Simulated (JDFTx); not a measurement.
Cu under changes of volume

One of the cells (12.047 Å³/atom); the others are scaled copies at fixed shape and fractional positions:

```xyz
1
Lattice="0.0000 1.8195 1.8195 1.8195 0.0000 1.8195 1.8195 1.8195 0.0000" Properties=species:S:1:pos:R:3 pbc="T T T"
Cu    0.0000    0.0000    0.0000
```

- Program: JDFTx 1.7.0 (patched build)
- Functional: RPBE
- Potentials or basis: PseudoDojo-SR-PBE-0.5-standard with smoothed tails
- Cutoff: 1252 eV
- Density cutoff: 5007 eV
- k mesh: 13 × 13 × 13
- Occupations: fermi-dirac, width 0.05 eV
- Spin: no spin polarisation

```csv
volume (Å³/atom),energy over the lowest point (meV/atom),pressure (GPa)
11.338,45.11,14.7
11.574,26.23,10.7
11.810,12.88,7.3
12.047,4.38,4.2
12.283,?,?
12.519,0.00,-1.1
```

Question: What does the run at 12.283 Å³/atom give?

Answer: Energy over the lowest point 0.19 meV/atom; pressure 1.4 GPa.

Worked out: A Birch-Murnaghan fit of order 3 (a polynomial in V^(-2/3)) to the other rows has its minimum at 12.42 Å³/atom with B0 = V·E''(V) = 128 GPa and B' = 5.3. It gives 0.27 meV/atom at 12.283 Å³/atom, against the run's 0.19, and -dE/dV = 1.4 GPa, against 1.4.

Energies are extrapolated to zero smearing.

Caveats: the potentials were made for another functional, which shifts forces and pressure; the cores' own exchange energy is taken off the total, which shifts forces and pressure where cores overlap (some runs).
